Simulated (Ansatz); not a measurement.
# Computed properties of Ge

```
Ge
1.0
     0.00000    2.82877    2.82877
     2.82877    0.00000    2.82877
     2.82877    2.82877    0.00000
Ge
2
Direct
  0.50000 0.50000 0.50000
  0.75000 0.75000 0.75000
```

Atom numbers follow the list: Ge1, Ge2.

The conventional cell has a = 5.658 Å, b = 5.658 Å, c = 5.658 Å, α = 90.00°, β = 90.00°, γ = 90.00°. Ge (atom 1) has 4 Ge at 2.45 Å as nearest neighbours.

The cell is a measured one (Crystallography Open Database entry 9011050); the temperature and pressure of the measurement aren't taken into account, and nothing was relaxed.

Theory: Ansatz 0.2.0, DFT, PBE, all-electron LAPW, scalar-relativistic.

The runs use a Γ-centred 10×10×10 k mesh, Fermi–Dirac smearing of 0.05 eV, basis error target 0.25 meV/atom, no spin polarisation.

```json
{
 "Pressure at this cell": "3.65 GPa",
 "Band gap": "0.04 eV, direct at Γ (so small a gap may close at points that the mesh and path miss)",
 "Volume per atom": "22.64 Å³"
}
```
